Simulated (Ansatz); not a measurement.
# CuO (C2/c): projected density of states from a Python script

The task is a projected density of states, for CuO (C2/c).

Program: the Python package of Ansatz 0.2.0. Level of theory: DFT PBE, plane waves, PAW. These are calculated values, not measurements.

### 1 The system

Symmetry: C2/c, No. 15, monoclinic system. Conventional cell: a = 4.684 Å, b = 3.423 Å, c = 5.129 Å, α = 90.00°, β = 99.54°, γ = 90.00°. Cu (site symmetry -1) is surrounded by 4 O at 1.95 to 1.96 Å. Around O (site symmetry 2) lie 4 Cu at 1.95 to 1.96 Å.

The script reads cuo.extxyz:

```xyz
4
Lattice="2.34185 -1.7113 0.0 2.34185 1.7113 0.0 -0.85002743 0.0 5.05786939" Properties=species:S:1:pos:R:3 pbc="T T T"
Cu    1.17092500    0.85565000    0.00000000
Cu    0.74591129   -0.85565000    2.52893470
O     2.12934314   -0.27928416    1.26446735
O     1.70432943    0.27928416    3.79340205
```

### 2 Script

Input file cuo_pdos.py:

```python
"""Which atoms and shells make the states of CuO."""

import ansatz
import numpy as np

system = ansatz.Crystal.from_extxyz("cuo.extxyz")

setup = (
    system.calculation()
    .scf(tolerance=1e-08)
    .functional("PBE")
    .kpoints(8, 8, 4)
    .occupations("cold", width=0.15)
    .scf(extra_bands=14)
    .density_of_states(projected=True, method="smearing", broadening_width=0.15, energy_step=0.1)
)
history = []
outcome = setup.session().plan().execute(on_event=lambda event: history.append(event["data"]["dr2_ev"]) if event["event"] == "scf_iter" else None)
r = outcome.report
print("density residual by iteration (eV):", " ".join(f"{value:.1e}" for value in history[:40]))

dos = outcome.density_of_states()
energy = np.asarray(dos.energies_ev) - dos.fermi_ev
curves = {}
for site in outcome.projected_density_of_states().sites:
    for shell in site.shells:
        weight = sum(np.sum(curve.g_bin_mean_per_ev, axis=0) for curve in shell.curves)
        name = f"{site.species} {shell.label}"
        curves[name] = curves.get(name, 0) + weight

step = energy[1] - energy[0]
windows = [(-6, -3), (-3, 0), (0, 4)]
print("states by shell in windows of E - E_F (eV):", windows)
for name, g in curves.items():
    print(f"{name:8s}", " ".join(f"{step * g[(energy >= a) & (energy < b)].sum():8.3f}" for a, b in windows))
filled = (energy < 0) & (energy > -6)
for name, g in curves.items():
    if g[filled].sum() * step > 0.5:
        print(f"centre of {name}: {np.average(energy[filled], weights=g[filled]):.2f} eV")
```

### 3 The calls as engine input

The package turns the script's settings into the engine's input:

```yaml
crystal:
  lattice:
    - [2.34185, -1.7113, 0.0]
    - [2.34185, 1.7113, 0.0]
    - [-0.85002743, 0.0, 5.05786939]
  atoms:
    - { symbol: Cu, position: [0.0, 0.5, 0.0] }
    - { symbol: Cu, position: [0.500000001246942, 1.2469419418888692e-09, 0.5000000009885587] }
    - { symbol: O, position: [0.5815999995559389, 0.4183999995559389, 0.25000000049427934] }
    - { symbol: O, position: [0.4184000008028808, 0.5816000008028809, 0.7500000014828379] }
kpoints:
  mp_grid:
    grid: [8, 8, 4]
hamiltonian:
  xc: pbe
scf:
  n_extra_bands: 14
  convergence:
    dr2_threshold: 1.0e-08
  occupations:
    method: cold
    width: 0.15
output:
  dos:
    de: 0.1
    method:
      smearing:
        sigma: 0.15
    projected: true
```

### 4 Running it

The run is started by

```
> python cuo_pdos.py
```

Log:

```text
DeckWarning: basis.ecutwfc = 420 eV, auto-derived from the records' recommended cutoffs: set by Cu (normal level)
density residual by iteration (eV): 2.4e-03 7.2e-04 4.4e-05 5.4e-06 7.8e-07 1.8e-07 9.8e-09
states by shell in windows of E - E_F (eV): [(-6, -3), (-3, 0), (0, 4)]
Cu 3S       0.001    0.000    0.000
Cu 4S       0.127    0.316    0.186
Cu 3P       0.008    0.003    0.001
Cu 3D       3.111   14.804    1.005
O 2S        0.050    0.157    0.098
O 2P        5.092    2.361    1.034
centre of Cu 3D: -2.53 eV
centre of O 2P: -3.86 eV
```

(Warnings from the package without file and line.)

It took 6.8 s on 1 thread of Arm Neoverse V1, shared host; peak memory 0.43 GiB.

Lines on the test bed's own set-up are left out of the output.

### 5 What the engine kept of the run

From the engine's report, whether the script printed it or not:

```csv
item,value
SCF cycles in all,7
k-points solved,78
plane waves,787
bands,39
valence electrons,50
free energy (eV),-14382.35359
Fermi level (eV),12.270
"lowest empty less highest filled level on the mesh, by band count (eV)",-0.673
```

### 6 The density of states that the run wrote

From dos.tsv among the run's results, states per cell in windows of 2 eV from the Fermi level (on a coarse mesh the curve is spiky, and it ends where the bands solved end):

```csv
from,to,states
-10,-8,0.03
-8,-6,3.75
-6,-4,7.34
-4,-2,11.09
-2,0,7.78
0,2,2.01
2,4,0.39
4,6,2.35
6,8,1.51
```

### 7 Summary of results

```
       quantity                                value
    free energy  -14382.3536 eV (-3595.5884 eV/atom)
gap on the mesh                                 none
```

The mesh shows no gap. Spin is left out of this run. The mesh is modest for a metal, so energies can be off by several to tens of meV an atom and pressures by half a GPa or more; differences at equal mesh fare better. Without a Hubbard U or exact exchange, semilocal functionals often make such 3d compounds metallic or too weakly gapped. Curves are summed over the cell's atoms. Only shells that the potentials hold have channels, so projections don't add up to the total, least of all where a shell is missing (p of most metals); heights and places of peaks move with the mesh. The density of states is complete only as far up as bands were computed. A band centre counts only the states inside the window taken.
